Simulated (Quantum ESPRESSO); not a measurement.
# HgTe (Coloradoite) (F-43m) in Quantum ESPRESSO: notebook, part 2 of 2

Quantum ESPRESSO 7.5. Earlier steps stand in the parts before.

## 5. Single point, LDA, 32.55 Å³/atom

pw.in

```
&CONTROL
  calculation = 'scf'
  prefix = 'pwscf'
  outdir = './tmp'
  pseudo_dir = './pseudo'
  tprnfor = .true.
  tstress = .true.
  disk_io = 'nowf'
/
&SYSTEM
  ibrav = 0
  nat = 2
  ntyp = 2
  ecutwfc = 45
  ecutrho = 360
  nbnd = 15
  occupations = 'smearing'
  smearing = 'fd'
  degauss = 0.00367493
/
&ELECTRONS
  conv_thr = 4d-10
  electron_maxstep = 120
  mixing_beta = 0.5
/
ATOMIC_SPECIES
Hg   200.5920 hg_lda_v1.uspp.F.UPF
Te   127.6000 te_lda_v1.uspp.F.UPF
CELL_PARAMETERS angstrom
   0.0000000000    3.1929255244    3.1929255244
   3.1929255244    0.0000000000    3.1929255244
   3.1929255244    3.1929255244    0.0000000000
ATOMIC_POSITIONS crystal
Hg     0.0000000000    0.0000000000    0.0000000000
Te     0.7500000000    0.7500000000    0.7500000000
K_POINTS automatic
7 7 7 0 0 0
```

Launch:

```console
> OMP_NUM_THREADS=1 mpirun -n 2 pw.x -nk 2 -in pw.in > pw.out
```

It took 9.7 s on 2 MPI ranks of Arm Neoverse V2, shared host; peak memory 0.3 GiB.

Results (log left out):

| Item | Value |
| --- | --- |
| Free energy | -1824.1189 eV |
| Pressure | 1.7 GPa |
| Band gap on the k mesh | none (metal or under the smearing width) |

## 6. Single point, LDA, 33.22 Å³/atom

pw.in: that of step 5 with these lines changed.

```diff
@@ -29,5 +29,5 @@
 CELL_PARAMETERS angstrom
-   0.0000000000    3.1929255244    3.1929255244
-   3.1929255244    0.0000000000    3.1929255244
-   3.1929255244    3.1929255244    0.0000000000
+   0.0000000000    3.2145000000    3.2145000000
+   3.2145000000    0.0000000000    3.2145000000
+   3.2145000000    3.2145000000    0.0000000000
 ATOMIC_POSITIONS crystal
```

Potentials or basis: GBRV 1.5 LDA.

Launch:

```console
> OMP_NUM_THREADS=1 mpirun -n 2 pw.x -nk 2 -in pw.in > pw.out
```

Wall time 9 s (2 MPI ranks of Arm Neoverse V2, shared host); peak memory 0.3 GiB.

It converged, with:

- Free energy: -1824.1288 eV
- Pressure: 0.6 GPa
- Band gap on the k mesh: none (metal or under the smearing width)

## 7. Single point, LDA, 33.88 Å³/atom

pw.in: that of step 6 with these lines changed.

```diff
@@ -29,5 +29,5 @@
 CELL_PARAMETERS angstrom
-   0.0000000000    3.2145000000    3.2145000000
-   3.2145000000    0.0000000000    3.2145000000
-   3.2145000000    3.2145000000    0.0000000000
+   0.0000000000    3.2357886999    3.2357886999
+   3.2357886999    0.0000000000    3.2357886999
+   3.2357886999    3.2357886999    0.0000000000
 ATOMIC_POSITIONS crystal
```

Launch:

```console
> OMP_NUM_THREADS=1 mpirun -n 2 pw.x -nk 2 -in pw.in > pw.out
```

Wall time 9 s (2 MPI ranks of Arm Neoverse V2, shared host); peak memory 0.3 GiB.

It converged, with:

| Item | Value |
| --- | --- |
| Free energy | -1824.1301 eV |
| Pressure | -0.3 GPa |
| Band gap on the k mesh | none (metal or under the smearing width) |

## 8. Single point, LDA, 34.54 Å³/atom

pw.in: that of step 7 with these lines changed.

```diff
@@ -29,5 +29,5 @@
 CELL_PARAMETERS angstrom
-   0.0000000000    3.2357886999    3.2357886999
-   3.2357886999    0.0000000000    3.2357886999
-   3.2357886999    3.2357886999    0.0000000000
+   0.0000000000    3.2568009036    3.2568009036
+   3.2568009036    0.0000000000    3.2568009036
+   3.2568009036    3.2568009036    0.0000000000
 ATOMIC_POSITIONS crystal
```

Launch:

```console
> OMP_NUM_THREADS=1 mpirun -n 2 pw.x -nk 2 -in pw.in > pw.out
```

Run time: 9.8 s. Hardware: 2 MPI ranks of Arm Neoverse V2, shared host; peak memory 0.3 GiB.

Results (log left out):

| Item | Value |
| --- | --- |
| Free energy | -1824.1239 eV |
| Pressure | -1.2 GPa |
| Band gap on the k mesh | none (metal or under the smearing width) |

## 9. Single point, LDA, 35.21 Å³/atom

pw.in: that of step 8 with these lines changed.

```diff
@@ -29,5 +29,5 @@
 CELL_PARAMETERS angstrom
-   0.0000000000    3.2568009036    3.2568009036
-   3.2568009036    0.0000000000    3.2568009036
-   3.2568009036    3.2568009036    0.0000000000
+   0.0000000000    3.2775454177    3.2775454177
+   3.2775454177    0.0000000000    3.2775454177
+   3.2775454177    3.2775454177    0.0000000000
 ATOMIC_POSITIONS crystal
```

Potentials or basis: GBRV 1.5 LDA.

Launch:

```console
> OMP_NUM_THREADS=1 mpirun -n 2 pw.x -nk 2 -in pw.in > pw.out
```

Wall time 9.2 s (2 MPI ranks of Arm Neoverse V2, shared host); peak memory 0.3 GiB.

Results (log left out):

```
Free energy            : -1824.1111 eV
Pressure               : -1.9 GPa
Band gap on the k mesh : none (metal or under the smearing width)
```

## 10. Equation of state, LDA

Potentials or basis: GBRV 1.5 LDA.

No new run: the results of the series are fitted here.

Results:

* Equilibrium volume: 33.66 Å³/atom
* Bulk modulus: 48 GPa
* Pressure derivative of the bulk modulus: 5.1

Energy against volume, from the lowest point:
```
volume (Å³/atom)  energy (meV/atom)
          31.223              30.38
          31.887              15.29
          32.551               5.62
          33.215               0.69
          33.880               0.00
          34.544               3.12
          35.208               9.52
```

The run has no spin-orbit coupling, so splittings on Hg, Te are missing.

## 11. For comparison

An earlier run on the cell as given: functional PBEsol; potentials or basis GBRV 1.5 PBEsol; cutoff 612 eV; density cutoff 4898 eV; k mesh 7 × 7 × 7; occupations fermi-dirac, width 0.05 eV; no spin polarisation.

- Pressure: 2.2 GPa
- Band gap on the k mesh: none (metal or under the smearing width)

## 12. Overview

| task | level | potentials or basis | form of the LDA correlation | gap on the mesh (eV) | pressure (GPa) |
| --- | --- | --- | --- | --- | --- |
| band structure | PBEsol | GBRV 1.5 PBEsol | - | none | 2.2 |
| equation of state | LDA | GBRV 1.5 LDA | PZ81 | - | - |
| single point | PBEsol | GBRV 1.5 PBEsol | - | none | 2.2 |

Alike in all rows: no spin polarisation; cell as given; k mesh 7 × 7 × 7; cutoff (eV) 612; smearing fermi-dirac 0.05 eV.

Caveats: some levels on the path didn't converge (some runs); spin-orbit coupling is left out, which moves the levels of the heavy elements (some runs).

Absolute energies hang on the potentials; compare differences alone.

## 13. Against experiment

Step 10. A measured bulk modulus of HgTe is 43 GPa (a printed reference work, monograph); the calculated 48 GPa misses it by +11.1 %. The fit is for a static lattice scaled at fixed shape and fixed fractional positions.
